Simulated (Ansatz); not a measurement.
# CuI: the cost of one run

Program: Ansatz 0.2.0. Level of theory: DFT LDA, scalar-relativistic, plane waves, PAW. These are calculated values, not measurements.

### Step 1. The system as given

The structure is tetragonal, space group P4/nmm (No. 129). The conventional cell has a = 4.090 Å, b = 4.090 Å, c = 6.551 Å, α = 90.00°, β = 90.00°, γ = 90.00°. Cu (site symmetry -4m2) is surrounded by 4 I at 2.65 Å and 4 Cu at 2.89 Å. I (site symmetry 4mm) has 4 Cu at 2.65 Å as nearest neighbours.

Coordinates:

```
CELL_PARAMETERS angstrom
4.09020 0.00000 0.00000
0.00000 4.09020 0.00000
0.00000 0.00000 6.55146
ATOMIC_POSITIONS crystal
Cu 0.50000 0.50000 0.00000
Cu 0.00000 0.00000 0.00000
I 0.50000 0.00000 0.25697
I 0.00000 0.50000 0.74303
```

The structure comes from the Materials Project (structure only).

### Step 2. Ground state at the listed geometry

input.yaml

```yaml
crystal:
  lattice:
    - [4.09019619, 0.0, 0.0]
    - [0.0, 4.09019619, 0.0]
    - [0.0, 0.0, 6.55145804]
  atoms:
    - { symbol: Cu, position: [0.5, 0.5, 0.0] }
    - { symbol: Cu, position: [0.0, 0.0, 0.0] }
    - { symbol: I, position: [0.5, 0.0, 0.25696564] }
    - { symbol: I, position: [0.0, 0.5, 0.74303436] }
basis:
  ecutwfc: 420
  fft_grid_basis: typed
kpoints:
  mp_grid: { grid: [8, 8, 4] }
hamiltonian:
  xc: lda
  pseudopotentials: { kind: paw }
scf:
  occupations: { method: gaussian, width: 0.05 }
output:
  forces: true
  stress: true
  eigenvalues: true
  bader: true
  write_density: true
  volumetric_format: npy
  elf: true
```

Run with:

```sh
$ ansatz run input.yaml --threads 1 --pin off --max-ram 2560MiB --backend cpu --events-out ev --progress --plain --runs-dir out
```

What time and memory should one allow on 1 thread of Arm Neoverse N1, shared host?

About 76 s, with a peak of 0.43 GiB.
